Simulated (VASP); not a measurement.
Set up this calculation in VASP 6.6.1, as the native input.

```yaml
Task: relaxation of shape and atoms at fixed volume
Functional: PBE
Potentials_or_basis: VASP PAW PBE potentials, release 64 (Re)
Cutoff: 520 eV
k_mesh: 18 × 18 × 10
Occupations: gaussian, width 0.1 eV
Spin: no spin polarisation
Further_INCAR_settings: ALGO = Fast; EDIFF = 1e-07; IBRION = 2; EDIFFG = -0.15; NSW = 80; ISIF = 4
```

The structure of Re lies in POSCAR:

```
Re                                      
1.0
    2.8287466688      0.0000000000      0.0000000000
   -1.4143733345      2.4497664712      0.0000000000
    0.0000000000      0.0000000000      4.5688106639
  Re            
     2
Direct
     0.3333333300000021    0.6666666699999979    0.2500000000000000
     0.6666666699999979    0.3333333300000021    0.7500000000000000
```

The cell isn't the ideal one: a relaxed cell with its volume scaled by 1.06.

The input as run:

INCAR

```
ALGO = Fast
EDIFF = 1E-7
EDIFFG = -0.15
ENCUT = 520
GGA = PE
IBRION = 2
ISIF = 4
ISMEAR = 0
LASPH = True
LCHARG = False
LREAL = False
LWAVE = False
NELM = 100
NSW = 80
PREC = Accurate
SIGMA = 0.1
```

KPOINTS

```
k-points
0
Gamma
  18 18 10
```

Potentials or basis: VASP PAW PBE potentials, release 64 (Re).

Run with:

```bash
$ cat potpaw_PBE.64/Re/POTCAR > POTCAR
$ mpirun -np 1 vasp_std > vasp.out
```

Results of the run:

| Item | Value |
| --- | --- |
| Pressure after relaxing | -19.1 GPa |
| Band gap on the k mesh | none (metal or under the smearing width) |

Caveat: the relaxation stopped at its first step, so nothing moved.

Run time: 43 s on 1 thread of Intel(R) Xeon(R) 6975P-C (Granite Rapids), on a shared host, peak memory 0.21 GiB.
